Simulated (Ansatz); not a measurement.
**HgSe: single point with PBE**

Crystal: HgSe.

```
Hg Se
1.0
     0.00000    3.03900    3.03900
     3.03900    0.00000    3.03900
     3.03900    3.03900    0.00000
Hg Se
1 1
Direct
  0.00000 0.00000 0.00000
  0.75000 0.75000 0.75000
```

- Program: Ansatz 0.2.0
- Task: single point
- Functional: PBE
- Potentials or basis: all-electron LAPW, scalar-relativistic
- Cutoff: 278 eV (chosen from the basis error)
- Basis error allowed: 0.001 eV/atom
- k mesh: 8 × 8 × 8
- Occupations: gaussian, width 0.015 eV
- Spin: no spin polarisation

| Item | Value |
| --- | --- |
| Pressure | 4.7 GPa |
| Band gap on the k mesh | none (metal or under the smearing width) |

Levels at points of the mesh, in eV from the Fermi level:
| k point | band 31 | band 32 | band 33 | band 34 | band 35 | band 36 | band 37 | band 38 |
| --- | --- | --- | --- | --- | --- | --- | --- | --- |
| (0.00, 0.00, 0.00) | -6.44 | -0.93 | 0.00 | 0.00 | 0.00 | 5.49 | 5.49 | 5.49 |
| (0.00, 0.00, -0.50) | -6.11 | -5.53 | -0.98 | -0.98 | 1.12 | 6.26 | 6.26 | 6.99 |
| (0.00, -0.50, -0.50) | -6.07 | -5.10 | -2.31 | -2.31 | 2.79 | 3.00 | 8.45 | 9.86 |

It took 21 s on 1 thread of Intel(R) Xeon(R) Platinum 8259CL CPU @ 2.50GHz (Skylake/Cascade Lake) (shared host), peak memory 0.41 GiB.

The run has no spin-orbit coupling, so splittings on Hg are missing.
